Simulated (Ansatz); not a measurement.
## MnS: changing the starting magnetic order

```yaml
crystal:
  lattice:
    - [1.83000, 1.05655, 2.97092]
    - [-1.83000, 1.05655, 2.97092]
    - [0.00000, -2.11310, 2.97092]
  atoms:
    - { symbol: Mn, position: [0.00000, 0.00000, 0.00000] }
    - { symbol: S, position: [0.50000, 0.50000, 0.50000] }
```

The cell is a database's computed one, not the measured one.

Kept alike: task single point; functional PBE; k mesh 9 × 9 × 9; occupations fermi-dirac, width 0.05 eV. Program: Ansatz, Ansatz PAW, cutoff 420 eV. The mesh is that of the run's cell of 2 atoms. No spin-orbit coupling.

| starting magnetic order | largest site moment (μB) | moment of the cell (μB) | free energy over the lowest row (meV/atom) |
| --- | --- | --- | --- |
| fm | 4.16 | 4.66 | 0.00 |
| random | 4.16 | 4.66 | 0.00 |
| spin off | 0.00 | 0.00 | 1012.46 |

For a metal such a mesh leaves the last digits unconverged. Moments of the cell are magnitudes, and a label names the start alone. The runs hold the magnetic state that their start led to, which needn't be the lowest. The row without spin has no moments by construction. Site moments count inside each atom's sphere or projector.

The largest site moment runs from 0.00 (spin off) to 4.16 μB (fm; random). The moment of the cell runs from 0.00 (spin off) to 4.66 μB (fm; random). The free energy is lowest at fm; random, and 1012.46 meV an atom higher at spin off. Starts that end at one energy have found one state: fm; random.
